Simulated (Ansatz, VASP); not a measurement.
# Cross-check of Ga31P32 (V_Ga) between VASP and Ansatz, part 2 of 2

One calculation is typed for both programs; each brings its own data sets. How far apart do they land? The cell is taken from a series of runs on this material, whose earlier steps may have relaxed, scaled, displaced or heated it; both programs get it as it stands.

VASP 6.6.1 and Ansatz 0.2.0.

So far. Step 3 (VASP: single point, PBE, pair 1): The run ends at a pressure of -0.21 GPa, with forces up to 0.23 eV/Å.

## (5) Ansatz: single point, PBE, pair 2

Level of this step: Ansatz beside VASP: Kohn-Sham DFT, plane waves, PBE (Ansatz).

With cell and atoms fixed, the geometry can't cause a difference; cores, projectors, grids and the points listed under the comparison can.

The cell is taken from a series of runs on this material, whose earlier steps may have relaxed, scaled, displaced or heated it; both programs get it as it stands.

Contents of input.yaml:

```yaml
crystal:
  lattice:
    - [11.01196805, 0.0, 0.0]
    - [0.0, 0.0, -11.01196805]
    - [0.0, 11.01196805, 0.0]
  atoms:
    - { symbol: Ga, position: [0.0001490968, 7.441693e-05, 0.000103794] }
    - { symbol: Ga, position: [-6.832454e-05, 0.25009283772, 0.25038848117] }
    - { symbol: Ga, position: [0.25045896936, 0.00010473762, 0.2503196705] }
    - { symbol: Ga, position: [0.25058975936, 0.25011044791, -0.00011879814] }
    - { symbol: P, position: [0.12549605151, 0.12540971124, 0.3750134155] }
    - { symbol: P, position: [0.12492746551, 0.37461487257, 0.12481487637] }
    - { symbol: P, position: [0.37520106842, 0.12558179187, 0.12557433285] }
    - { symbol: P, position: [0.38208921466, 0.38441248503, 0.38252082012] }
    - { symbol: Ga, position: [0.00033156356, 0.00058395352, 0.49998034205] }
    - { symbol: Ga, position: [0.00050859269, 0.25044574707, 0.74956905022] }
    - { symbol: Ga, position: [0.25146058813, 0.00089699521, 0.74891989005] }
    - { symbol: Ga, position: [0.25438240652, 0.2547771743, 0.49498064566] }
    - { symbol: P, position: [0.12546240885, 0.12496645604, 0.87478555702] }
    - { symbol: P, position: [0.1260472519, 0.37487535139, 0.62439416609] }
    - { symbol: P, position: [0.37555526405, 0.12711932182, 0.62419856711] }
    - { symbol: P, position: [0.37565190714, 0.37509020169, 0.87452813477] }
    - { symbol: Ga, position: [0.00033531089, 0.49944967555, 0.00033430029] }
    - { symbol: Ga, position: [0.00035443264, 0.74962223693, 0.25079534593] }
    - { symbol: Ga, position: [0.25334741739, 0.49449719437, 0.25344595462] }
    - { symbol: Ga, position: [0.25101665399, 0.74950138465, 0.00036413915] }
    - { symbol: P, position: [0.12594744127, 0.62444546852, 0.37453543845] }
    - { symbol: P, position: [0.12524486792, 0.87503739709, 0.12510114426] }
    - { symbol: P, position: [0.37466947152, 0.62434591679, 0.12608623442] }
    - { symbol: P, position: [0.37532492852, 0.87471736996, 0.37523406211] }
    - { symbol: Ga, position: [0.0003111135, 0.50047602154, 0.50024684078] }
    - { symbol: Ga, position: [0.00030583966, 0.74977437824, 0.74964926221] }
    - { symbol: Ga, position: [0.25259582109, 0.50109661284, 0.74753310549] }
    - { symbol: Ga, position: [0.25254771304, 0.74714070604, 0.50106962156] }
    - { symbol: P, position: [0.12549613351, 0.62539870217, 0.87509076027] }
    - { symbol: P, position: [0.12575339064, 0.87526692886, 0.62512787514] }
    - { symbol: P, position: [0.37757406202, 0.62329076464, 0.62328216656] }
    - { symbol: P, position: [0.37537350297, 0.87539862025, 0.87497199023] }
    - { symbol: Ga, position: [0.50005105658, 0.00056842295, 0.00031792827] }
    - { symbol: Ga, position: [0.49517995864, 0.25502316264, 0.25473490024] }
    - { symbol: Ga, position: [0.74889837883, 0.0009040417, 0.25132712213] }
    - { symbol: Ga, position: [0.74942435011, 0.25051592524, 0.0005356738] }
    - { symbol: P, position: [0.62428104101, 0.12712598544, 0.37558747196] }
    - { symbol: P, position: [0.62438515505, 0.375025813, 0.12620588604] }
    - { symbol: P, position: [0.8747313697, 0.12498915365, 0.12533176279] }
    - { symbol: P, position: [0.87468523931, 0.37505412952, 0.37552945394] }
    - { symbol: Ga, position: [0.50026333984, 0.00070651011, 0.50024900095] }
    - { symbol: Ga, position: [0.50332035479, 0.2544346249, 0.74599536269] }
    - { symbol: Ga, position: [0.74976701723, 0.00027987607, 0.74978817512] }
    - { symbol: Ga, position: [0.74636198623, 0.25430003392, 0.50335338618] }
    - { symbol: P, position: [0.62510090057, 0.1257625457, 0.8747384899] }
    - { symbol: P, position: [0.62084381983, 0.3825623103, 0.62050746598] }
    - { symbol: P, position: [0.87484120643, 0.12565896874, 0.62518583233] }
    - { symbol: P, position: [0.87569236655, 0.37482695396, 0.87574667231] }
    - { symbol: Ga, position: [0.50026084178, 0.50046572615, 0.00030593268] }
    - { symbol: Ga, position: [0.50128994831, 0.74682511387, 0.25287497535] }
    - { symbol: Ga, position: [0.74757094841, 0.50132634762, 0.25280785507] }
    - { symbol: Ga, position: [0.74959913643, 0.7497234323, 0.00023110472] }
    - { symbol: P, position: [0.62324581701, 0.62295090411, 0.37827525792] }
    - { symbol: P, position: [0.62507892322, 0.8751282134, 0.12578118718] }
    - { symbol: P, position: [0.87505319781, 0.62541436492, 0.12543491392] }
    - { symbol: P, position: [0.87508188768, 0.87558081771, 0.37521908358] }
    - { symbol: Ga, position: [0.49915420463, 0.74749462121, 0.7479569084] }
    - { symbol: Ga, position: [0.74800839309, 0.49624971288, 0.74779610446] }
    - { symbol: Ga, position: [0.74824657878, 0.7475898666, 0.49874668266] }
    - { symbol: P, position: [0.62576279232, 0.62485217831, 0.87472964798] }
    - { symbol: P, position: [0.62528466892, 0.8748035411, 0.62512519653] }
    - { symbol: P, position: [0.87488763722, 0.62498376723, 0.62572076871] }
    - { symbol: P, position: [0.87516402255, 0.87521798238, 0.87518312372] }
  host:
    repeats: [2, 2, 2]
    atoms:
      - { symbol: Ga, position: [0.0, 0.0, 0.0] }
      - { symbol: Ga, position: [0.0, 0.5, 0.5] }
      # ... 6 more atoms of the perfect host
basis:
  ecutwfc: 420
  xc_grid: 2
hamiltonian:
  xc: pbe
kpoints:
  mp_grid: { grid: [1, 1, 1] }
magnetization:
  spin_polarized: true
  initial_magnetization: 3
  spin_locking: { lock_magnetization: hard }
scf:
  occupations: { method: fermi_dirac, width: 0.01 }
  max_iter: 60
output:
  forces: true
  charged_corrections:
    epsilon: 10.63
    static_epsilon: 12.86
    defect_position: [0.5, 0.5, 0.5]
checkpoint:
  read: "../q0_M3.relax_smeared.run"
  write: "../cc0.q0_M3.l0.25.run"
  compress: false
  write_wavefunctions: false
  write_every: 100000
```

Started as:

```
$ ansatz run input.yaml --threads 8 --pin off --max-ram 14131MiB --backend cpu --events-out ev --progress --plain --runs-dir out
```

Numbers of over 12 decimals in the logs are rounded to 6 here.

The log of the run:

```text
[...]
Crystal: 63 atoms, lattice volume = 1335.349 Å³
Basis set: ecut = 420 eV, 26001 PW (Γ), exchange–correlation on 150×150×150 points (8 copies of the dense FFT grid, shifted against one another)
Bands: 346, of which v1, the nominal top of the filled ones, is band 282 counted from 1 (281 counted from 0)
Symmetry: 1 space group operations
[...]
k-points: 1
[...]
atom  29  P     -0.00738784    -0.00259528     0.02682920
  atom  30  P     -0.01312801     0.00785211     0.01989213
[...]
atom  60  P     -0.01320521    -0.03020006     0.05478764
  atom  61  P     -0.01609495    -0.02426762     0.02922002
  atom  62  P     -0.03206842    -0.01970689     0.05284845
  atom  63  P     -0.00409367    -0.00699396     0.02077284
  max |Σ_I F_I| component: 2.99e-5 eV/Å
--- Band table (eV) ---
  k-point 0 ↑: bands = [... 278 lower, 6.0382, 6.0441, 6.5970, 6.6210, 6.6302, 8.1082, 8.1148, 8.1166, ... 60 higher]
  k-point 0 ↓: bands = [... 278 lower, 6.2798, 6.2992, 6.8172, 6.8885, 6.9204, 8.1353, 8.1406, 8.1418, ... 60 higher]
```

## (6) VASP: single point, PBE, pair 2

The same cell, functional, mesh and smearing now go to VASP, with its own data sets.

Contents of INCAR:

```
SYSTEM = Ga31P32
PREC = Accurate
ENCUT = 400
EDIFF = 1E-06
NELM = 200
ISMEAR = -1
SIGMA = 0.01
LREAL = Auto
ALGO = Normal
GGA = PE
NBANDS = 328
ISPIN = 2
MAGMOM = 0 0 0 0 0.01 0 0 0.01 0.01 0 0.01 0 0 0 0 0 0.01 0.01 0 0 0 0 0 0 0 0 0 0 0 0.01 0 0.04 0.04 0.04 0.18 0.03 0.01 0.01 0.01 0.01 0.03 0.01 0.01 0.05 0.05 0.23 0.05 0.01 0.01 0.03 0.01 0.05 0.2 0.05 0.04 0.22 0.05 0.05 0.05 0.01 0.01 0.01 0.03
LORBIT = 11
LWAVE = .FALSE.
LCHARG = .FALSE.
ISIF = 2
NUPDOWN = 3
LASPH = .TRUE.
GGA_COMPAT = .FALSE.
NCORE = 2
```

Contents of POSCAR:

```
Ga31P32
1.0
   11.0119680541      0.0000000000      0.0000000000
    0.0000000000      0.0000000000    -11.0119680541
    0.0000000000     11.0119680541      0.0000000000
Ga P
31 32
Direct
    0.0001490968      0.0000744169      0.0001037940
    0.9999316755      0.2500928377      0.2503884812
    0.2504589694      0.0001047376      0.2503196705
    0.2505897594      0.2501104479      0.9998812019
    0.0003315636      0.0005839535      0.4999803420
    0.0005085927      0.2504457471      0.7495690502
    0.2514605881      0.0008969952      0.7489198901
    0.2543824065      0.2547771743      0.4949806457
    0.0003353109      0.4994496756      0.0003343003
    0.0003544326      0.7496222369      0.2507953459
    0.2533474174      0.4944971944      0.2534459546
    0.2510166540      0.7495013847      0.0003641392
    0.0003111135      0.5004760215      0.5002468408
    0.0003058397      0.7497743782      0.7496492622
    0.2525958211      0.5010966128      0.7475331055
    0.2525477130      0.7471407060      0.5010696216
    0.5000510566      0.0005684230      0.0003179283
    0.4951799586      0.2550231626      0.2547349002
    0.7488983788      0.0009040417      0.2513271221
    0.7494243501      0.2505159252      0.0005356738
    0.5002633398      0.0007065101      0.5002490009
    0.5033203548      0.2544346249      0.7459953627
    0.7497670172      0.0002798761      0.7497881751
    0.7463619862      0.2543000339      0.5033533862
    0.5002608418      0.5004657261      0.0003059327
    0.5012899483      0.7468251139      0.2528749753
    0.7475709484      0.5013263476      0.2528078551
    0.7495991364      0.7497234323      0.0002311047
    0.4991542046      0.7474946212      0.7479569084
    0.7480083931      0.4962497129      0.7477961045
    0.7482465788      0.7475898666      0.4987466827
    0.1254960515      0.1254097112      0.3750134155
    0.1249274655      0.3746148726      0.1248148764
    0.3752010684      0.1255817919      0.1255743329
    0.3820892147      0.3844124850      0.3825208201
    0.1254624089      0.1249664560      0.8747855570
    0.1260472519      0.3748753514      0.6243941661
    0.3755552641      0.1271193218      0.6241985671
    0.3756519071      0.3750902017      0.8745281348
    0.1259474413      0.6244454685      0.3745354385
    0.1252448679      0.8750373971      0.1251011443
    0.3746694715      0.6243459168      0.1260862344
    0.3753249285      0.8747173700      0.3752340621
    0.1254961335      0.6253987022      0.8750907603
    0.1257533906      0.8752669289      0.6251278751
    0.3775740620      0.6232907646      0.6232821666
    0.3753735030      0.8753986203      0.8749719902
    0.6242810410      0.1271259854      0.3755874720
    0.6243851551      0.3750258130      0.1262058860
    0.8747313697      0.1249891537      0.1253317628
    0.8746852393      0.3750541295      0.3755294539
    0.6251009006      0.1257625457      0.8747384899
    0.6208438198      0.3825623103      0.6205074660
    0.8748412064      0.1256589687      0.6251858323
    0.8756923665      0.3748269540      0.8757466723
    0.6232458170      0.6229509041      0.3782752579
    0.6250789232      0.8751282134      0.1257811872
    0.8750531978      0.6254143649      0.1254349139
    0.8750818877      0.8755808177      0.3752190836
    0.6257627923      0.6248521783      0.8747296480
    0.6252846689      0.8748035411      0.6251251965
    0.8748876372      0.6249837672      0.6257207687
    0.8751640226      0.8752179824      0.8751831237
```

Contents of KPOINTS:

```
Automatic mesh
0
Gamma
1 1 1
0 0 0
```

PAW data sets: Ga_d and P (PBE family, release 64).

Started as:

```
$ mpirun -np 8 vasp_gam
```

The log of the run:

```text
[... set-up lines as in an earlier step ...]
 entering main loop
       N       E                     dE             d eps       ncg     rms          rms(c)
DAV:   1     0.905177481567E+04    0.90518E+04   -0.19741E+05  1408   0.251E+03
DAV:   2     0.214595028371E+04   -0.69058E+04   -0.66801E+04  1312   0.708E+02
DAV:   3     0.123324093479E+02   -0.21336E+04   -0.20130E+04  1672   0.246E+02
DAV:   4    -0.270867122117E+03   -0.28320E+03   -0.27288E+03  1624   0.874E+01
[...]
DAV:  17    -0.280660520033E+03   -0.65139E-05   -0.50453E-05  1424   0.486E-02    0.624E-03
DAV:  18    -0.280660522930E+03   -0.28972E-05   -0.37078E-05  1968   0.206E-02    0.252E-03
DAV:  19    -0.280660523088E+03   -0.15818E-06   -0.12822E-06   824   0.448E-03
   1 F= -.28066052E+03 E0= -.28066052E+03  d E =-.693759E-11  mag=     3.0000
```

OUTCAR, selected parts (step 6):

```text
  FREE ENERGIE OF THE ION-ELECTRON SYSTEM (eV)
  ---------------------------------------------------
  free  energy   TOTEN  =      -280.6605230884 eV

  energy  without entropy=     -280.6605230884  energy(sigma->0) =     -280.66052309

 magnetization (x)
# of ion       s       p       d       tot
------------------------------------------
    1       -0.001   0.001   0.003   0.003
    2       -0.001   0.000   0.003   0.002
    3       -0.001   0.000   0.003   0.002
    4       -0.001   0.000   0.003   0.002
    5       -0.003   0.008   0.006   0.011
    6       -0.001   0.000   0.003   0.002
    7       -0.001   0.000   0.003   0.002
    8       -0.002   0.006   0.006   0.010
    9       -0.003   0.008   0.006   0.011
   10       -0.001   0.000   0.003   0.002
   11       -0.002   0.006   0.006   0.010
   12       -0.001   0.000   0.003   0.002
   13       -0.001  -0.001   0.002   0.000
[...]
--------------------------------------------------
tot          0.038   1.489   0.136   1.663

[... 1 part as in an earlier step ...]
```

The run ends at a pressure of -0.36 GPa, with forces up to 0.31 eV/Å.

## (7) Differences

Compared:

| quantity | Ansatz | VASP | difference |
| --- | --- | --- | --- |
| total moment, fixed by the input (μB) | 3.00 | 3.00 | 0.00 |
| moment on P46 (μB) | 0.23 | 0.21 | +0.02 |
| moment on P56 (μB) | 0.22 | 0.21 | +0.02 |
| moment on P53 (μB) | 0.20 | 0.19 | +0.01 |
| moment on P35 (μB) | 0.18 | 0.17 | +0.01 |

Forces on 7 of the 63 atoms, those with the largest forces and the largest differences (eV/Å; atoms numbered as in POSCAR):

| atom | Ansatz x, y, z | VASP x, y, z |
| --- | --- | --- |
| Ga8 | -0.038, 0.216, 0.034 | -0.034, 0.209, 0.030 |
| Ga9 | 0.002, 0.003, -0.164 | 0.001, 0.002, -0.166 |
| Ga11 | -0.045, -0.048, -0.309 | -0.041, -0.044, -0.302 |
| Ga18 | 0.193, -0.039, 0.032 | 0.187, -0.034, 0.028 |
| Ga30 | 0.046, 0.051, -0.251 | 0.043, 0.049, -0.245 |
| P35 | -0.002, -0.026, 0.136 | -0.002, -0.027, 0.136 |
| P53 | -0.046, -0.037, 0.141 | -0.046, -0.036, 0.140 |

The forces differ by 2.0 meV/Å r.m.s., which is 4.0 % of the r.m.s. force of 0.050 eV/Å (both taken over all components).

## (8) Summary of results

| Quantity | Value |
| --- | --- |
| r.m.s. force difference (single point, PBE, pair 1) | 1.4 meV/Å |
| r.m.s. force difference (single point, PBE, pair 2) | 2.0 meV/Å |

In words: The r.m.s. force difference is 2.0 meV/Å (single point, PBE, pair 2), within the 12 meV/Å picked in this series as the mark of a large difference. How closely two codes agree says nothing of how well the functional describes the real material.

[Lines on the potential files, build, host, timing and source positions are cut from VASP's logs without a mark.]

[Logs are printed without paths, hosts, clocks, repeated set-up lines and the standing remarks that a program may print on its own settings, such as how far it seeks lower states.]

[Hosts, paths, dates, database ids (printed as entryN), source tags and the programs' standing remarks are cut or masked in the printed files.]
